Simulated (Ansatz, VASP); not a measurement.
## SbSe2: VASP beside Ansatz

```
Sb Se
1.0
     3.89170    0.00000    0.00000
    -1.94585    3.37031    0.00000
     0.00000    0.00000    6.82361
Sb Se
1 2
Direct
  0.00000 0.00000 0.00000
  0.66667 0.33333 0.75501
  0.33333 0.66667 0.24499
```

Change from the starting cell: species swapped into the TaS2 type (P-3m1, No. 164).

Alike in both runs: functional PBE; k mesh 6 × 6 × 4; occupations gaussian, width 0.1 eV; no spin polarisation.

Ansatz relaxed the structure, and its values are those at the end. VASP's run is a single point on that final structure, the one shown.

|  | VASP | Ansatz |
| --- | --- | --- |
| version | VASP 6.6.1 | Ansatz 0.2.0 |
| potentials or method | VASP PAW PBE potentials, release 64 (Sb, Se) | scalar-relativistic, plane waves, PAW |
| plane-wave cutoff (eV) | 520 | 420 |
| valence electrons in the cell | 17 | 47 |

Ansatz gave:

* gap on the k mesh at the Fermi level (eV): none
* pressure (GPa): 0.0

Question: Estimate VASP's values.

Answer: gap on the k mesh at the Fermi level (eV): none; pressure (GPa): -0.1.

A gap of «none» marks a metal or a gap that the smearing closes. The functional is the same, so the differences come from potentials, cutoffs and numerics. The two sets of potentials don't hold the same shells in valence.

Caveats: this functional lacks dispersion, which binds the layers, so the pressure and a relaxed spacing across them are unreliable. The runs have no spin-orbit coupling, so splittings on Sb are missing.
